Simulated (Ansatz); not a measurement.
CsBr (CsCl type)

```xyz
4
Lattice="8.7779 0.0000 0.0000 0.0000 4.3890 0.0000 0.0000 0.0000 4.3890" Properties=species:S:1:pos:R:3 pbc="T T T"
Cs     0.0000     0.0000     0.0000
Cs     4.3890     0.0000     0.0000
Br     2.1945     2.1945     2.1945
Br     6.5835     2.1945     2.1945
```

Scan: atom 4 (Br, nearest neighbour Cs at 3.801 Å; its periodic images, 4.4 Å or more away, move with it) is displaced along Cartesian [110], direction (0.707, 0.707, 0.000) in Cartesian axes, by s. The other atoms stay.

The numbers are results of PBE (plane waves to 420 eV, PAW, scalar-relativistic; Ansatz, a program for electronic structure), not measurements. k mesh 3×6×6 (Γ-centred), Fermi-Dirac smearing 0.05 eV. E stands for the smeared free energy. CsBr was relaxed with its symmetry unable to fall. ΔE is measured from the undisplaced structure.

| s (Å) | ΔE (meV/cell) |
|---|---|
| -0.760 | 368 |
| -0.608 | 215 |
| -0.456 | 112 |
| -0.304 | 47 |
| -0.152 | 11 |
| 0.000 | 0 |
| 0.152 | 11 |
| 0.304 | 47 |
| 0.456 | 112 |
| 0.608 | 215 |
| 0.760 | 368 |

What force constant k = d²E/ds² at s = 0 does the table give?

1.0 eV/Å². It is the second difference of the nearest points, corrected with the next pair.

With k = 0.96 eV/Å² from the forces, is the well harmonic out to s = 0.760 Å?

½ks² = 277 meV/cell against the computed 368 meV/cell, so the well is stiffer than harmonic there.

(For displaced atoms, the force is minus the slope of the energy, and its curvature is a force constant, which sets phonon frequencies.)
